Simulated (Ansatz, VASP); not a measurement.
**Pt: VASP beside Ansatz**

INCAR

```
SYSTEM = Pt
  PREC = Accurate
  ENCUT = 520
  EDIFF = 1E-6
  ISMEAR = 0
  SIGMA = 0.15
  LREAL = .FALSE.
  LASPH = .TRUE.
  NELM = 80
  ALGO = Normal
  ISIF = 2
  LWAVE = .FALSE.
  LCHARG = .FALSE.
  GGA = CA
  NBANDS = 11
```

KPOINTS

```
regular mesh
0
G
  20 20 20
  0 0 0
```

File POSCAR:

```
Pt
1.0
    0.0000000000      1.9272996155      1.9272996155
    1.9272996155      0.0000000000      1.9272996155
    1.9272996155      1.9272996155      0.0000000000
Pt
1
Direct
    0.0000000000      0.0000000000      0.0000000000
```

Input for Ansatz:

```yaml
crystal:
  lattice:
    - [0.0, 1.9272996155, 1.9272996155]
    - [1.9272996155, 0.0, 1.9272996155]
    - [1.9272996155, 1.9272996155, 0.0]
  atoms:
    - { symbol: Pt, position: [0.0, 0.0, 0.0] }
basis:
  ecutwfc: 420
kpoints:
  mp_grid: { grid: [20, 20, 20] }
hamiltonian:
  xc: lda
  pseudopotentials: { kind: paw, azcp: { folder: soft_1 } }
scf:
  occupations: { method: gaussian, width: 0.15 }
output:
  forces: true
  stress: true
  eigenvalues: true
```

Change from the starting cell: equal engineering shear yz, xz and xy +0.0000, equal normal strain along x, y and z -0.0100.

Alike in both runs: task single point; functional LDA; k mesh 20 × 20 × 20; occupations gaussian, width 0.15 eV; no spin polarisation.

|  | VASP | Ansatz |
| --- | --- | --- |
| version | VASP 6.6.1 | Ansatz 0.2.0 |
| potentials or method | VASP PAW LDA potentials, release 64 (Pt) | scalar-relativistic, plane waves, PAW |
| plane-wave cutoff (eV) | 520 | 420 |
| valence electrons in the cell | 10 | 18 |

VASP gave:

- gap on the k mesh at the Fermi level (eV): none
- pressure (GPa): 11.1

**Question.** Which values does Ansatz return?

**Answer.** gap on the k mesh at the Fermi level (eV): none; pressure (GPa): 10.2.

A gap of «none» marks a metal or a gap that the smearing closes. The two sets of potentials don't hold the same shells in valence. Ansatz warned: «pseudo_functional_mismatch».

The runs have no spin-orbit coupling, so splittings on Pt are missing.
